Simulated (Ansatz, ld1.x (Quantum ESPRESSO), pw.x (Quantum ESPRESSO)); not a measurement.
# magnesium (Mg) (bcc): variants of one PAW potential in the solid

- Element: magnesium (Mg)
- Generator: ld1.x (Quantum ESPRESSO) 7.5
- Type: PAW
- Functional: PBE
- Relativity: scalar-relativistic
- Frozen core: [Ne]
- Valence charge: 2
- Reference configuration: 3s2 3p0
- Partial waves: 3s (bound): rcut 1.90, rcutus 2.35 bohr; 3s channel at 4.4 Ry: rcut 1.90, rcutus 2.35 bohr; 3p (bound, empty): rcut 3.20, rcutus 3.55 bohr; 3p channel at 1.4 Ry: rcut 3.20, rcutus 3.55 bohr; 3d channel at -0.1 Ry: rcut 2.45, rcutus 2.65 bohr
- Local potential: all-electron potential smoothed inside 3.15 bohr (lloc = -1)
- Core correction: Bessel-smoothed model core, default radius (core density twice the valence density)
- Augmentation charge: PSQ, inside the norm-conserving radii

Crystal test: bcc Mg in pw.x 7.5, no spin, 13³ k-points, Fermi–Dirac smearing 0.01 Ry, cutoffs set for each file from its atomic test. The reference is all-electron LAPW (Ansatz 0.2.0) with the same functional, mesh and smearing; V0 and B0 come from Birch–Murnaghan fits to the pressures at five volumes. Errors are pseudo minus all-electron; Δ is the rms difference of the E(V) curves that follow from these fits, minima aligned, over ±6 % about the mean V0. Mesh and smearing are coarse, so the numbers serve the comparison and aren't converged zero-temperature values; the lattice is a test structure that the element need not adopt.

All-electron: a0 = 3.583 Å (V0 = 22.99 Å³/atom), B0 = 34.7 GPa.

Base: The largest radius (3.55 bohr) exceeds half the bond length (2.93 bohr), so the spheres overlap, which is one possible source of error among others.

```tsv
change	cutoffs (Ry)	pw.x	a0 (Å)	a0 error (%)	B0 error (%)	Δ (meV/atom)	mean pressure error (GPa)
base	40/320	converged	3.583	+0.01	+3.8	0.2	+0.02
local potential all-electron potential smoothed inside 1.58 bohr (lloc = -1)	40/320	failed (cdiaghg: S matrix not positive definite)	–	–	–	–	–
local potential all-electron potential smoothed inside 2.04 bohr (lloc = -1)	40/320	converged	3.582	-0.02	+5.3	0.2	-0.00
local potential all-electron potential smoothed inside 2.62 bohr (lloc = -1)	40/320	converged	3.582	-0.01	+4.6	0.2	+0.00
local potential all-electron potential smoothed inside 3.52 bohr (lloc = -1)	40/320	converged	3.584	+0.04	+3.3	0.3	+0.05
local potential all-electron potential smoothed inside 3.86 bohr (lloc = -1)	40/320	converged	3.584	+0.03	+3.3	0.2	+0.05
```
